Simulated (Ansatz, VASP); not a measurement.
KF in VASP and in Ansatz

INCAR

```
ALGO = Normal
EDIFF = 1E-6
ENCUT = 520
GGA = CA
ISIF = 2
ISMEAR = 0
ISPIN = 2
LASPH = T
LCHARG = T
LELF = T
LORBIT = 11
LREAL = F
LVHAR = T
LWAVE = F
MAGMOM = 0.5 0
NBANDS = 19
NELM = 150
PREC = Accurate
SIGMA = 0.02
```

The input KPOINTS:

```
k-points
0
Gamma
  8 8 8
```

POSCAR

```
KF
1.0
    3.2805381124      0.0000000000      0.0000000000
    0.0000000000      3.2805381124      0.0000000000
    0.0000000000      0.0000000000      3.2805381124
K F
1 1
Direct
    0.0000000000      0.0000000000      0.0000000000
    0.5000000000      0.5000000000      0.5000000000
```

Contents of input.yaml:

```yaml
crystal:
  lattice:
    - [3.2805381124, 0.0, 0.0]
    - [0.0, 3.2805381124, 0.0]
    - [0.0, 0.0, 3.2805381124]
  atoms:
    - { symbol: K, position: [0.0, 0.0, 0.0], spin: 0.5 }
    - { symbol: F, position: [0.5, 0.5, 0.5] }
hamiltonian:
  xc: lda
  pseudopotentials: { kind: paw }
magnetization:
  spin_polarized: true
kpoints:
  mp_grid: { grid: [8, 8, 8] }
scf:
  occupations: { method: gaussian, width: 0.02 }
output:
  forces: true
  stress: true
  eigenvalues: true
```

The cell comes from a database or a generator and needn't be the stable form of this composition.

Alike in both runs: task single point; functional LDA; k mesh 8 × 8 × 8; occupations gaussian, width 0.02 eV; collinear spin.

|  | VASP | Ansatz |
| --- | --- | --- |
| version | VASP 6.6.1 | Ansatz 0.2.0 |
| potentials or method | VASP PAW LDA potentials, release 64 (K_sv, F) | Ansatz PAW |
| plane-wave cutoff (eV) | 520 | 420 |
| valence electrons in the cell | 16 | 16 |

Ansatz gave:

| Item | Value |
| --- | --- |
| gap on the k mesh at the Fermi level (eV) | 5.79 |
| least direct gap on the mesh (eV) | 5.85 |
| pressure (GPa) | -6.1 |
| net moment per atom (μB) | 0.00 |

Which values does VASP return?

gap on the k mesh at the Fermi level (eV): 5.78; least direct gap on the mesh (eV): 5.83; pressure (GPa): -6.1; net moment per atom (μB): 0.00.

Caveats: the pressure holds a Pulay correction of +0.5 GPa for the finite cutoff (Ansatz); the PAW data sets come from PBE, with cores solved anew for the run's functional, which leaves a small shift of forces and pressure (Ansatz); the starting moments weren't kept (Ansatz). A k mesh can miss the band edges. LDA gaps usually lie below the measured ones, often by a third to a half.
